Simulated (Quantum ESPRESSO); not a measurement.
A calculation with Quantum ESPRESSO 7.5 of Si (native input, structure typed inline):

pw.in

```
&CONTROL
  calculation = 'scf'
  prefix = 'pwscf'
  outdir = './tmp'
  pseudo_dir = './pseudo'
  tprnfor = .true.
  tstress = .true.
  disk_io = 'nowf'
/
&SYSTEM
  ibrav = 0
  nat = 2
  ntyp = 1
  ecutwfc = 55
  ecutrho = 440
  nbnd = 9
  occupations = 'smearing'
  smearing = 'fd'
  degauss = 0.00367493
/
&ELECTRONS
  conv_thr = 4d-10
  electron_maxstep = 120
  mixing_beta = 0.5
/
ATOMIC_SPECIES
Si    28.0850 Si.pbe-n-rrkjus_psl.1.0.0.UPF
CELL_PARAMETERS angstrom
  -0.1436334000   -0.2337244800    2.5955116700
   2.8539932400   -0.1987167300   -0.1526128900
  -0.3441874700    4.6079786100   -0.4301308600
ATOMIC_POSITIONS crystal
Si     0.9669815000    0.9785314700    0.0148158000
Si     0.0330185000    0.5214685300    0.4851842000
K_POINTS automatic
10 9 6 0 0 0
```

Potentials or basis: SSSP 1.3 efficiency PBE.

Launch:

```sh
$ OMP_NUM_THREADS=1 pw.x -in pw.in > pw.out
```

Task: Write the same calculation in another form: ASE script, Cartesian positions.

Result: As run:

Contents of run.py:

```python
import numpy as np
from ase.calculators.espresso import Espresso, EspressoProfile
from ase.io import read

atoms = read('Si.xyz')

input_data = {
    'control': {'calculation': 'scf', 'prefix': 'pwscf', 'outdir': './tmp', 'tprnfor': True, 'tstress': True, 'disk_io': 'nowf'},
    'system': {'ecutwfc': 55.0, 'ecutrho': 440.0, 'nbnd': 9, 'occupations': 'smearing', 'smearing': 'fd', 'degauss': 0.00367493},
    'electrons': {'conv_thr': 4e-10, 'electron_maxstep': 120, 'mixing_beta': 0.5},
}
pseudopotentials = {'Si': 'Si.pbe-n-rrkjus_psl.1.0.0.UPF'}
profile = EspressoProfile(command='pw.x', pseudo_dir='pseudo')
dft = Espresso(profile=profile, input_data=input_data, pseudopotentials=pseudopotentials, kpts=(10, 9, 6), koffset=(0, 0, 0))
atoms.calc = dft

print(f'energy {atoms.get_potential_energy():.8f} eV')
print('forces (eV/A)')
print(np.round(atoms.get_forces(), 6))
print('stress (eV/A^3, Voigt)')
print(np.round(atoms.get_stress(), 8))
print(f'Fermi level {dft.get_fermi_level():.4f} eV')
```

Contents of Si.xyz:

```xyz
2
Lattice="-0.1436334000 -0.2337244800 2.5955116700 2.8539932400 -0.1987167300 -0.1526128900 -0.3441874700 4.6079786100 -0.4301308600" Properties=species:S:1:pos:R:3 pbc="T T T"
Si     2.6487319472     -0.3521869327      2.3541025195
Si     1.3165307778      2.1243766627     -0.2025756145
```

Potentials or basis: SSSP 1.3 efficiency PBE.

Run with:

```sh
$ OMP_NUM_THREADS=1 python run.py
```

Both were run:

|  | native input, structure typed inline | ASE script, Cartesian positions |
| --- | --- | --- |
| Pressure | -5.7 GPa | -5.7 GPa |
| Largest force | 0.437 eV/Å | 0.437 eV/Å |
| Band gap on the k mesh | none (metal or under the smearing width) | none (metal or under the smearing width) |

Keys that steer only the numerical path or the files written may differ.
